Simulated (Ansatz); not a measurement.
**Ru: the order of phases at one pressure**

Which of bcc, hcp, simple hexagonal, beta tin, diamond has the lowest enthalpy for Ru at one common pressure? The runs shown use LAPW. Companion runs by PAW are cited.

Program: Ansatz 0.2.0. Level of theory: DFT, PBE, all-electron LAPW, scalar-relativistic. These are calculated values, not measurements.

## 1. The starting structure

It takes space group Im-3m (No. 229, cubic). The conventional cell has a = 2.595 Å, b = 2.595 Å, c = 2.595 Å, α = 90.00°, β = 90.00°, γ = 90.00°. Ru (site symmetry m-3m) is surrounded by 8 Ru at 2.25 Å.

Structure file:

```xyz
1
Lattice="-1.2977 1.2977 1.2977 1.2977 -1.2977 1.2977 1.2977 1.2977 -1.2977" Properties=species:S:1:pos:R:3 pbc="T T T"
Ru    0.0000    0.0000    0.0000
```

## 2. Bcc relaxed under pressure, LAPW

Contents of input.yaml:

```yaml
crystal:
  lattice:
    - [-1.2976570125, 1.2976570125, 1.2976570125]
    - [1.2976570125, -1.2976570125, 1.2976570125]
    - [1.2976570125, 1.2976570125, -1.2976570125]
  atoms:
    - { symbol: Ru, position: [0.0, 0.0, 0.0] }
kpoints:
  mp_grid: { grid: [21, 21, 21] }
scf:
  occupations: { method: fermi_dirac, width: 0.08 }
hamiltonian:
  xc: pbe
  pseudopotentials: { kind: all_electron, lapw: { basis_error: 0.0005 } }
output:
  forces: true
  stress: true
  eigenvalues: true
relax:
  f_tol: 0.005
  max_steps: 12
  cell: { p_target: 420.0, stress_tol: 0.21 }
```

On the command line:

```bash
> ansatz run input.yaml --threads 1 --pin off --max-ram 3584MiB --backend cpu --events-out ev --progress --plain --runs-dir out
```

The runs that follow: Hcp relaxed under pressure, LAPW; Simple hexagonal relaxed under pressure, LAPW; Beta tin relaxed under pressure, LAPW; Diamond relaxed under pressure, LAPW.

**Question.** What will these runs give? Wanted: pressure; lowest (for each run or level that gives them).

As calculated:

```
     quantity                           value
     pressure                         420 GPa
lowest (LAPW)  hcp, 1047.0 meV/atom under bcc
 lowest (PAW)  hcp, 1047.5 meV/atom under bcc
```

In words: By LAPW the order is hcp < bcc < simple hexagonal < beta tin < diamond. By PAW the order is hcp < bcc < simple hexagonal < beta tin < diamond. The methods agree on the lowest phase. Only these structures were tried, with electrons smeared by 0.08 eV and without vibrations, so the true ground state may be another. The k meshes differ between phases and weren't tested, which can move differences by some meV.
